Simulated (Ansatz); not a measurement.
Wanted: the native input for an Ansatz 0.2.0 run.

```
Task                : relaxation of cell and atoms
Functional          : BLYP
Dispersion          : D3(BJ)
Potentials or basis : Ansatz PAW
Cutoff              : 420 eV (not typed: the program's choice for these potentials)
k mesh              : 12 × 12 × 12
Occupations         : fermi-dirac, width 0.05 eV
Spin                : no spin polarisation
```

Crystal: Si2W.

```
CELL_PARAMETERS angstrom
-1.60690 1.60690 3.91495
1.60690 -1.60690 3.91495
1.60690 1.60690 -3.91495
ATOMIC_POSITIONS crystal
W 0.00000 0.00000 0.00000
Si 0.66530 0.66530 0.00000
Si 0.33470 0.33470 0.00000
```

One way to write it, as run:

input.yaml

```yaml
crystal:
  lattice:
    - [-1.6069, 1.6069, 3.91495]
    - [1.6069, -1.6069, 3.91495]
    - [1.6069, 1.6069, -3.91495]
  atoms:
    - { symbol: W, position: [0.0, 0.0, 0.0] }
    - { symbol: Si, position: [0.6653, 0.6653, 0.0] }
    - { symbol: Si, position: [0.3347, 0.3347, 0.0] }
hamiltonian:
  xc: blyp
  pseudopotentials: { kind: paw }
  dispersion: d3bj
kpoints:
  mp_grid: { grid: [12, 12, 12] }
scf:
  occupations: { method: fermi_dirac, width: 0.05 }
output:
  forces: true
  stress: true
  eigenvalues: true
relax:
  f_tol: 0.01
  max_steps: 40
  cell: { stress_tol: 0.05 }
```

Potentials or basis: Ansatz PAW.

Launch:

```console
$ ansatz run input.yaml --threads 2 --pin off --max-ram 5632MiB --backend cpu --events-out ev --progress --plain --runs-dir out
```

It gave:

| Quantity | Value |
| --- | --- |
| Relaxed volume | 13.22 Å³/atom |
| Relaxed cell | a = 4.496 Å, b = 4.496 Å, c = 4.496 Å, α = 138.38°, β = 138.38°, γ = 60.33° |
| Space group after relaxing (to 0.05 Å) | I4/mmm (No. 139) |
| Energy gained by relaxing | 3.4 meV/atom |
| Ionic steps | 5 |
| Pressure after relaxing | 0.0 GPa |
| Band gap on the k mesh | none (metal or under the smearing width) |

Caveat: the plane-wave basis is chosen anew once the cell has moved, so the energies of steps on either side of that aren't comparable; pairwise dispersion overbinds metals, which lowers pressure and volume; the PAW data sets come from PBE, with cores solved anew for the run's functional, which leaves a small shift of forces and pressure.

It took 16 s on 2 threads of Intel(R) Xeon(R) Processor @ 2.70GHz, on a shared host, peak memory 0.45 GiB.
